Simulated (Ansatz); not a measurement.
Runs of Ansatz 0.2.0 on TiCo. Symmetry: Pm-3m, No. 221, cubic system. The conventional cell has a = 2.986 Å, b = 2.986 Å, c = 2.986 Å, α = 90.00°, β = 90.00°, γ = 90.00°. Co (site symmetry m-3m) is surrounded by 8 Ti at 2.59 Å. Ti (site symmetry m-3m) is surrounded by 8 Co at 2.59 Å. The cell comes from a database or a generator and needn't be the stable form of this composition.

```csv
task,level,cell,k mesh,cutoff (eV),mesh quality,gap on the mesh (eV),pressure (GPa),moment (μB),relaxed volume (Å³/atom)
relaxation of cell and atoms,PBEsol+D4,relaxed,9 × 9 × 9,420,not flagged,-,0.0,0.59,(a)
single point,B3LYP,as given,5 × 5 × 5,420,coarse,none,7.0,1.00,-
single point,r2SCAN50,as given,5 × 5 × 5,500,coarse,none,(b),1.00,-
single point,r2SCANh,as given,5 × 5 × 5,500,coarse,none,3.7,1.00,-
relaxation of cell and atoms,RPBE+D4,relaxed,9 × 9 × 9,420,not flagged,-,0.0,0.83,13.09
```

Alike in all rows: potentials or basis Ansatz PAW; spin collinear, ferromagnetic start; smearing fermi-dirac 0.05 eV.

Q: Fill in the values left out.

A: (a) 12.53; (b) 9.4.

Caveats: some runs use coarse meshes; the PAW data sets come from PBE, with cores solved anew for the run's functional, which leaves a small shift of forces and pressure; the magnetic or orbital state may not be the lowest (some runs); the starting moments weren't kept (some runs); the thresholds are loose for stress (some runs); the plane-wave basis is chosen anew once the cell has moved, so the energies of steps on either side of that aren't comparable (some runs).

A gap of «none» marks a metal or a gap under the smearing width.

Runs at the PBE level aren't shown here.
